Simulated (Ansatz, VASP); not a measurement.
## Two plane-wave programs on TiB2

```
CELL_PARAMETERS angstrom
3.02920 0.00000 0.00000
-1.51460 2.62336 0.00000
0.00000 0.00000 3.22840
ATOMIC_POSITIONS crystal
Ti 0.00000 0.00000 0.00000
B 0.66667 0.33333 0.50000
B 0.33333 0.66667 0.50000
```

Alike in both runs: task single point; functional LDA; k mesh 10 × 10 × 8; occupations fermi-dirac, width 0.05 eV; no spin polarisation.

|  | VASP | Ansatz |
| --- | --- | --- |
| version | VASP 6.6.1 | Ansatz 0.2.0 |
| potentials or method | VASP PAW LDA potentials, release 64 (Ti_sv, B) | Ansatz PAW |
| plane-wave cutoff (eV) | 520 | 420 |
| valence electrons in the cell | 18 | 18 |

|  | VASP | Ansatz | Ansatz less VASP |
| --- | --- | --- | --- |
| gap on the k mesh at the Fermi level (eV) | none | none | - |
| pressure (GPa) | -10.7 | -11.2 | -0.51 |
| largest component of the traceless stress (GPa) | 0.70 | 0.70 | +0.001 |

A gap of «none» marks a metal or a gap that the smearing closes.

Caveats: the PAW data sets come from PBE, with cores solved anew for the run's functional, which leaves a small shift of forces and pressure (Ansatz).
